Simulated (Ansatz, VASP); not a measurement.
This is a calculation of ZnS for VASP 6.6.1. 

The input INCAR:

```
AGGAC = 1.0
AGGAX = 1.0
ALDAC = 0.0
ALDAX = 1.0
ALGO = Normal
EDIFF = 1E-7
EDIFFG = -0.01
ENCUT = 600
GGA = B5
IBRION = 2
ISIF = 3
ISMEAR = -1
LASPH = True
LCHARG = False
LREAL = False
LWAVE = False
NELM = 80
NSW = 40
PREC = Accurate
SIGMA = 0.05
```

The input KPOINTS:

```
k-points
0
Gamma
  9 9 9
```

The input POSCAR:

```
ZnS
1.0
    0.0000000000      2.7020000000      2.7020000000
    2.7020000000      0.0000000000      2.7020000000
    2.7020000000      2.7020000000      0.0000000000
Zn S
1 1
Direct
    0.7500000000      0.7500000000      0.7500000000
    0.0000000000      0.0000000000      0.0000000000
```

Potentials or basis: VASP PAW PBE potentials, release 64 (Zn, S).

Command:

```bash
$ cat potpaw_PBE.64/Zn/POTCAR potpaw_PBE.64/S/POTCAR > POTCAR
$ mpirun -np 1 vasp_std > vasp.out
```

Problem. Set up the same calculation for Ansatz 0.2.0. Potentials or basis there: all-electron LAPW, scalar-relativistic.

Solution. As run (cutoffs and basis follow the program's own potentials, and thresholds, step limits or extra output files can differ):

The input input.yaml:

```yaml
crystal:
  lattice:
    - [0.0, 2.702, 2.702]
    - [2.702, 0.0, 2.702]
    - [2.702, 2.702, 0.0]
  atoms:
    - { symbol: Zn, position: [0.75, 0.75, 0.75] }
    - { symbol: S, position: [0.0, 0.0, 0.0] }
kpoints:
  mp_grid: { grid: [9, 9, 9] }
scf:
  occupations: { method: fermi_dirac, width: 0.05 }
hamiltonian:
  xc: blyp
  pseudopotentials: { kind: all_electron, lapw: { basis_error: 0.001 } }
output:
  forces: true
  stress: true
relax:
  f_tol: 0.01
  max_steps: 60
  cell: {}
```

Potentials or basis: all-electron LAPW, scalar-relativistic.

Run with:

```bash
$ ansatz run input.yaml --threads 1 --pin off --max-ram 3072MiB --backend cpu --events-out ev --progress --plain --runs-dir out
```

Both were run:

|  | VASP | Ansatz |
| --- | --- | --- |
| Relaxed volume | 21.29 Å³/atom | 21.28 Å³/atom |
| Relaxed cell | a = 3.920 Å, b = 3.920 Å, c = 3.920 Å, α = 60.00°, β = 60.00°, γ = 60.00° | a = 3.919 Å, b = 3.919 Å, c = 3.919 Å, α = 60.00°, β = 60.00°, γ = 60.00° |
| Space group after relaxing | F-43m (No. 216) | F-43m (No. 216) |
| Pressure after relaxing | 0.0 GPa | 0.0 GPa |

VASP's potentials were made for PBE.

Where Ansatz's input types no cutoff or centring, it takes its own default and a Γ-centred mesh.

Pressure is positive in compression.
